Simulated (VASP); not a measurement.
Set up this calculation in VASP 6.6.1, as the native input.

| Quantity | Value |
| --- | --- |
| Task | relaxation of cell and atoms |
| Functional | r2SCAN |
| Potentials or basis | VASP PAW PBE potentials, release 64 (Zn, S) |
| Cutoff | 600 eV |
| k mesh | 10 × 10 × 10 |
| Occupations | gaussian, width 0.03 eV |
| Spin | no spin polarisation |
| Further INCAR settings | ALGO = Normal; EDIFF = 1e-06; IBRION = 2; EDIFFG = -0.01; NSW = 90; ISIF = 3 |

The structure of ZnS lies in POSCAR:

```
ZnS
1.0
    0.0000000000      2.7020000000      2.7020000000
    2.7020000000      0.0000000000      2.7020000000
    2.7020000000      2.7020000000      0.0000000000
Zn S
1 1
Direct
    0.2500000000      0.2500000000      0.2500000000
    0.0000000000      0.0000000000      0.0000000000
```

The input as run:

INCAR

```
SYSTEM = ZnS
PREC     = Accurate       ! precision mode
ENCUT    = 600            ! plane-wave cutoff, eV
EDIFF    = 1E-6           ! SCF threshold, eV
ISMEAR   = 0              ! smearing method
SIGMA    = 0.03           ! smearing width, eV
LREAL    = .FALSE.        ! projectors in reciprocal space
LASPH    = .TRUE.         ! aspherical terms in the spheres
NELM     = 80             ! most SCF steps
ALGO     = Normal         ! electronic algorithm
ISIF     = 3              ! what is computed and relaxed
LWAVE    = .FALSE.        ! write WAVECAR
LCHARG   = .FALSE.        ! write CHGCAR
METAGGA  = R2SCAN         ! meta-GGA
LMIXTAU  = .TRUE.       
IBRION   = 2              ! ionic algorithm
NSW      = 90             ! ionic steps
EDIFFG   = -0.01          ! ionic threshold
```

KPOINTS

```
Automatic mesh
0
G
  10 10 10
  0 0 0
```

Potentials or basis: VASP PAW PBE potentials, release 64 (Zn, S).

Launch:

```bash
$ cat potpaw_PBE.64/Zn/POTCAR potpaw_PBE.64/S/POTCAR > POTCAR
$ mpirun -np 1 vasp_std > vasp.out
```

Results of the run:

```yaml
Relaxed_volume: 19.55 Å³/atom
Relaxed_cell: a = 3.810 Å, b = 3.810 Å, c = 3.810 Å, α = 60.00°, β = 60.00°, γ = 60.00°
Space_group_after_relaxing_to_0.05_Å: F-43m (No. 216)
Energy_gained_by_relaxing: 0.4 meV/atom
Ionic_steps: 3
Pressure_after_relaxing: 0.0 GPa
Band_gap_on_the_k_mesh: 2.72 eV, direct
```

Caveat: the PAW data sets were made with another functional, which shifts forces and pressure a little.

It took 85 s on 1 thread of Intel(R) Xeon(R) 6975P-C (Granite Rapids), on a shared host, peak memory 0.21 GiB.
